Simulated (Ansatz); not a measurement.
Working through cell relaxations under several functionals of KNbO3, space group P4mm

Computed with the Python package of Ansatz (0.2.0).

`knbo3.cif`
```cif
data_KNbO3
_cell_length_a 3.996000
_cell_length_b 3.996000
_cell_length_c 4.063000
_cell_angle_alpha 90.00000
_cell_angle_beta 90.00000
_cell_angle_gamma 90.00000
_symmetry_space_group_name_H-M 'P 1'
_symmetry_Int_Tables_number 1
loop_
_symmetry_equiv_pos_as_xyz
'x, y, z'
loop_
_atom_site_label
_atom_site_type_symbol
_atom_site_fract_x
_atom_site_fract_y
_atom_site_fract_z
K1 K    0.000000    0.000000    0.018000
Nb2 Nb    0.500000    0.500000    0.500000
O3 O    0.500000    0.500000    0.044000
O4 O    0.500000    0.000000    0.540000
O5 O    0.000000    0.500000    0.540000
```

Notebook, run cell by cell (the value of a cell's last expression is shown):

```python
import warnings

import ansatz as az
from ase.io import read
import numpy as np
```

```python
def edges_and_angles(cell):
    cell = np.asarray(cell)
    a, b, c = np.linalg.norm(cell, axis=1)
    cosines = cell[1] @ cell[2] / (b * c), cell[0] @ cell[2] / (a * c), cell[0] @ cell[1] / (a * b)
    return (a, b, c, *np.degrees(np.arccos(cosines)))
```

```python
warnings.simplefilter("ignore", az.DeckWarning)
```

```python
atoms = read("knbo3.cif")
crystal = az.Crystal.from_ase(atoms)

crystal.resolved().sites[-1]
```

    Site(symbol='O', position=(0.0, 0.5, 0.54), moment=None, axis=None, held=None, saved=None)

```python
model = crystal.calculation().kpoints(6, 6, 6).occupations("fixed").relax(cell=True, force_tolerance=0.03)
```

```python
levels = [("pbe", "d3bj"), ("r2scan", "d4"), ("pbe", "none"), ("r2scan", "rvv10")]
print("level            a       b       c    alpha   beta  gamma  V/atom  steps")
for name, dispersion in levels:
    seen = []
    run = model.functional(name, dispersion=dispersion).session().plan()
    res = run.execute(on_event=lambda e: seen.append(e) if e["event"] == "relax_step" else None)
    cell = res.lattice.cell_ang
    label = name if dispersion == "none" else f"{name}+{dispersion}"
    print("{:13s} {:7.4f} {:7.4f} {:7.4f} {:6.2f} {:6.2f} {:6.2f}".format(label, *edges_and_angles(cell)), f"{abs(np.linalg.det(cell)) / len(res.lattice.sites):7.3f} {len(seen):5d}")
```

    level            a       b       c    alpha   beta  gamma  V/atom  steps
    pbe+d3bj       3.9831  3.9831  4.1100  90.00  90.00  90.00  13.041     8
    r2scan+d4      3.9711  3.9711  4.0891  90.00  90.00  90.00  12.896     7
    pbe            3.9926  3.9926  4.2239  90.00  90.00  90.00  13.466    14
    r2scan+rvv10   3.9707  3.9707  4.0696  90.00  90.00  90.00  12.833     5

From smallest to largest: r2SCAN+RVV10 (12.83 Å³ an atom, -1.1 % against the start), r2SCAN+D4 (12.90 Å³ an atom, -0.6 % against the start), PBE+D3BJ (13.04 Å³ an atom, +0.5 % against the start) and PBE (13.47 Å³ an atom, +3.8 % against the start). The spread is 4.9 % in volume.

Reading the output:
- No spin polarisation was allowed.
- The starting cell is as deposited in a crystallographic database; the results hold for this polymorph, which needn't be the stable one.
- Timing: 4 min on 1 thread of Arm Neoverse V2 (shared host), peak memory 0.73 GiB.
